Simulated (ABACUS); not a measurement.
Wanted: an ASE script for an ABACUS 3.10.1 run.

```
Task                                          : relaxation of cell and atoms
Functional                                    : PBE
Potentials or basis                           : PseudoDojo NC SR 0.4.1 PBE standard
Cutoff                                        : 1143 eV
Density cutoff                                : 4572 eV
Basis                                         : plane waves
k mesh                                        : 8 × 8 × 4
Occupations                                   : fermi-dirac, width 0.05 eV
Spin                                          : no spin polarisation
Target pressure                               : 20 GPa
Radial cutoff of the potentials (pseudo_rcut) : 7 bohr
Max steps of the relaxation                   : 60
Force threshold                               : 0.005 eV/Å
Optimiser                                     : cg
Stress threshold                              : 1 kbar
SCF threshold on the density                  : 1e-08
Max SCF steps                                 : 100
Eigensolver                                   : dav
Mixing                                        : broyden
Mixing share                                  : 0.7
Symmetry key                                  : 1
Bands                                         : 22
```

The structure of Pt lies in Pt.cif:

```cif
data_Pt
_cell_length_a 2.76066562
_cell_length_b 2.76066562
_cell_length_c 4.79213400
_cell_angle_alpha 90.00000000
_cell_angle_beta 90.00000000
_cell_angle_gamma 120.00000000
_space_group_name_H-M_alt 'P6_3/mmc'
_space_group_name_Hall '-P 6c 2c'
_space_group_IT_number 194
loop_
_space_group_symop_operation_xyz
'x,y,z'
'-x,-y,-z'
'x-y,x,z+1/2'
'-x+y,-x,-z+1/2'
'-y,x-y,z'
'y,-x+y,-z'
'-x,-y,z+1/2'
'x,y,-z+1/2'
'-x+y,-x,z'
'x-y,x,-z'
'y,-x+y,z+1/2'
'-y,x-y,-z+1/2'
'-y,-x,-z+1/2'
'y,x,z+1/2'
'-x,-x+y,-z'
'x,x-y,z'
'-x+y,y,-z+1/2'
'x-y,-y,z+1/2'
'y,x,-z'
'-y,-x,z'
'x,x-y,-z+1/2'
'-x,-x+y,z+1/2'
'x-y,-y,-z'
'-x+y,y,z'
loop_
_atom_site_label
_atom_site_type_symbol
_atom_site_symmetry_multiplicity
_atom_site_Wyckoff_symbol
_atom_site_fract_x
_atom_site_fract_y
_atom_site_fract_z
_atom_site_occupancy
Pt1 Pt 2 c 0.3333333333 0.6666666667 0.2500000000 1
```

This isn't the form of Pt at room conditions, which is fcc.

One way to write it, as run:

run_abacus.py

```python
"""ABACUS run from a structure file: ASE reads it, the script writes STRU, KPT and INPUT."""
import re
import subprocess
import spglib
from ase import Atoms
from ase.io import read
from ase.units import Bohr

atoms = read("Pt.cif")
cell, frac, numbers = spglib.standardize_cell((atoms.cell[:], atoms.get_scaled_positions(), atoms.numbers), to_primitive=True, symprec=1e-4)
atoms = Atoms(numbers=numbers, cell=cell, scaled_positions=frac, pbc=True)  # the primitive cell
atoms = atoms[(-atoms.numbers).argsort(kind="stable")]  # ABACUS lists atoms element by element
pseudo = {'Pt': 'Pt.upf'}
orbital = {}
magmoms = None
kmesh = [8, 8, 4]
params = {
    'suffix': 'Pt',
    'calculation': 'cell-relax',
    'basis_type': 'pw',
    'pseudo_dir': './',
    'symmetry': 1,
    'dft_functional': 'pbe',
    'ecutwfc': 84,
    'pseudo_rcut': 7,
    'nspin': 1,
    'nbands': 22,
    'ks_solver': 'dav',
    'smearing_method': 'fd',
    'smearing_sigma': 0.00367493,
    'scf_thr': 1e-08,
    'scf_nmax': 100,
    'mixing_type': 'broyden',
    'mixing_beta': 0.7,
    'cal_force': 1,
    'cal_stress': 1,
    'relax_nmax': 60,
    'force_thr_ev': 0.005,
    'relax_method': 'cg',
    'out_stru': 1,
    'stress_thr': 1,
    'press1': 200,
    'press2': 200,
    'press3': 200,
    'kpar': 4,
}

symbols = atoms.get_chemical_symbols()
elements = list(dict.fromkeys(symbols))
lines = ["ATOMIC_SPECIES"] + [f"{e} {atoms.get_masses()[symbols.index(e)]:.4f} {pseudo[e]}" for e in elements]
if orbital:
    lines += ["", "NUMERICAL_ORBITAL"] + [orbital[e] for e in elements]
lines += ["", "LATTICE_CONSTANT", f"{1 / Bohr:.10f}", "", "LATTICE_VECTORS"]
lines += [" ".join(f"{x:.10f}" for x in v) for v in atoms.cell]
lines += ["", "ATOMIC_POSITIONS", "Direct"]
for e in elements:
    lines += ["", e, "0.0", str(symbols.count(e))]
    for i, p in enumerate(atoms.get_scaled_positions(wrap=False)):
        if symbols[i] == e:
            mag = "" if magmoms is None else " mag " + " ".join(str(x) for x in (magmoms[i] if isinstance(magmoms[i], list) else [magmoms[i]]))
            lines.append(" ".join(f"{x:.10f}" for x in p) + " 1 1 1" + mag)
open("STRU", "w").write("\n".join(lines) + "\n")
open("KPT", "w").write("K_POINTS\n0\nGamma\n%d %d %d 0 0 0\n" % tuple(kmesh))
open("INPUT", "w").write("INPUT_PARAMETERS\n" + "".join(f"{k:<20s}{v}\n" for k, v in params.items()))

done = subprocess.run(['mpirun', '-np', '4', 'abacus'])
if done.returncode:
    raise SystemExit(done.returncode)
log = open("OUT.Pt/running_cell-relax.log").read()
print("final energy (eV):", re.findall(r"FINAL_ETOT_IS (\S+)", log))
```

Potentials or basis: PseudoDojo NC SR 0.4.1 PBE standard, plane waves.

Launch:

```bash
$ OMP_NUM_THREADS=1 python run_abacus.py > log
```

Results of the run:

```yaml
Relaxed_volume: 14.68 Å³/atom
Relaxed_cell: a = 2.719 Å, b = 2.719 Å, c = 4.587 Å, α = 90.00°, β = 90.00°, γ = 120.00°
Space_group_after_relaxing_to_0.05_Å: P6_3/mmc (No. 194)
Energy_change_on_relaxing_the_enthalpy_is_what_falls: +57.5 meV/atom
Ionic_steps: 11
Pressure_after_relaxing: 20.0 GPa
Band_gap_on_the_k_mesh: none (metal or under the smearing width)
```

Wall time 57 s on 4 MPI ranks on Intel(R) Xeon(R) Platinum 8488C (Sapphire Rapids), on a shared host, peak memory 0.36 GiB a rank.
